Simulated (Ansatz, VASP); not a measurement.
**Si5W in VASP and in Ansatz**

The input INCAR:

```
ALGO = Normal ; EDIFF = 1E-6
ENCUT = 520 ; GGA = PE
ISIF = 2 ; ISMEAR = 0
LASPH = T ; LCHARG = F
LREAL = F ; LWAVE = F
NBANDS = 26 ; NELM = 80
PREC = Accurate ; SIGMA = 0.1
```

The input KPOINTS:

```
k-points
0
Gamma
  6 6 4
```

POSCAR

```
Si5W
1.0
    5.2419212400      0.0000000000      0.0000000000
   -2.6209606200      4.5396369500      0.0000000000
    0.0000000000      0.0000000000      4.2193916600
Si W
5 1
Direct
    0.3333333300      0.6666666700      0.0000000000
    0.6666666700      0.3333333300      0.0000000000
    0.5000000000      0.0000000000      0.5000000000
    0.5000000000      0.5000000000      0.5000000000
    0.0000000000      0.5000000000      0.5000000000
    0.0000000000      0.0000000000      0.0000000000
```

Input for Ansatz:

```yaml
crystal:
  lattice:
    - [5.24192124, 0.0, 0.0]
    - [-2.62096062, 4.53963695, 0.0]
    - [0.0, 0.0, 4.21939166]
  atoms:
    - { symbol: Si, position: [0.33333333, 0.66666667, 0.0] }
    - { symbol: Si, position: [0.66666667, 0.33333333, 0.0] }
    - { symbol: Si, position: [0.5, 0.0, 0.5] }
    - { symbol: Si, position: [0.5, 0.5, 0.5] }
    - { symbol: Si, position: [0.0, 0.5, 0.5] }
    - { symbol: W, position: [0.0, 0.0, 0.0] }
basis:
  ecutwfc: 420
kpoints:
  mp_grid: { grid: [6, 6, 4] }
hamiltonian:
  xc: pbe
scf:
  occupations: { method: gaussian, width: 0.1 }
  lower_state_search: "off"
output:
  forces: true
  stress: true
  eigenvalues: true
```

Change from the starting cell: species swapped into the TbCo5 type (P6/mmm, No. 191).

Alike in both runs: task single point; functional PBE; k mesh 6 × 6 × 4; occupations gaussian, width 0.1 eV; no spin polarisation.

```csv
,VASP,Ansatz
version,VASP 6.6.1,Ansatz 0.2.0
potentials or method,"VASP PAW PBE potentials, release 64 (Si, W_sv)","scalar-relativistic, plane waves, PAW"
plane-wave cutoff (eV),520,420
valence electrons in the cell,34,34
```

VASP gave:

| Item | Value |
| --- | --- |
| gap on the k mesh at the Fermi level (eV) | none |
| pressure (GPa) | -11.4 |
| largest component of the traceless stress (GPa) | 7.13 |

Q: What did Ansatz give for the same quantities?

A: gap on the k mesh at the Fermi level (eV): none; pressure (GPa): -11.4; largest component of the traceless stress (GPa): 7.15.

A gap of «none» marks a metal or a gap that the smearing closes.

Caveats: the k mesh is coarse (spacing up to 0.37 Å⁻¹), so the values aren't converged. The runs have no spin-orbit coupling, so splittings on W are missing.
